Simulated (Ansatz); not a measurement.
What a change of settings does to a run on ZrS₂

Structure from Materials Project entry mp-1186 (possibly hypothetical), not relaxed further.

First run: DFT, r2SCAN, all-electron PAW with datasets made for the crystal, scalar-relativistic (Ansatz 0.2.0).

Command: `ansatz run input.yaml --threads 1 --pin off --max-ram 4096MiB --backend cpu --events-out ev --progress --plain --runs-dir out` The run took about 40 s on 1 thread of a shared machine.

```yaml
crystal:
  lattice:
    - [3.6913825498, 0.0, 0.0]
    - [-1.8456912749, 3.1968310632, 0.0]
    - [0.0, 0.0, 6.04107701]
  atoms:
    - { symbol: Zr, position: [0.0, 0.0, 0.0] }
    - { symbol: S, position: [0.6666666667, 0.3333333333, 0.76209003] }
    - { symbol: S, position: [0.3333333333, 0.6666666667, 0.23790997] }
kpoints:
  mp_grid: { grid: [8, 8, 5] }
  band_path:
    path:
      - [0.0, 0.0, 0.0]
      - [0.5, 0.0, 0.0]
      - [0.3333333333, 0.3333333333, 0.0]
      - [0.0, 0.0, 0.0]
      - [0.0, 0.0, 0.5]
      - [0.5, 0.0, 0.5]
      - [0.3333333333, 0.3333333333, 0.5]
      - [0.0, 0.0, 0.5]
      - [0.5, 0.0, 0.5]
    npoints: 8
scf:
  occupations: { method: fermi_dirac, width: 0.03 }
hamiltonian:
  xc: r2scan
  pseudopotentials: { kind: all_electron, datasets: crystal }
output:
  forces: true
  stress: true
  eigenvalues: true
  efg: { contact_densities: true }
```

Result: converged; pressure 0.01 GPa; largest force 0.019 eV/Å; gap on the k mesh 1.36 eV (the mesh can miss the band edges); 11 SCF iterations.

The input is then changed:

```diff
@@ -24,4 +24,6 @@
 scf:
   occupations: { method: fermi_dirac, width: 0.03 }
+  mixing: { preconditioner: none }
+  n_extra_bands: 16
 hamiltonian:
   xc: r2scan
@@ -32,3 +34,4 @@
   eigenvalues: true
   efg: { contact_densities: true }
+accuracy: high
```

Question: What does the second run give?

Answer: It was refused before any iteration. The program says:
```
Error: hamiltonian.pseudopotentials.datasets: crystal, beside a feature not held to (accuracy, as the run sets its own cutoffs) — the datasets of this kind: all_electron run are made for its crystal, and no such run has been held to what stands beside, or a reason given rules it out; change each as told or leave it out, or set another kind (and leave the keys of all_electron out)
```
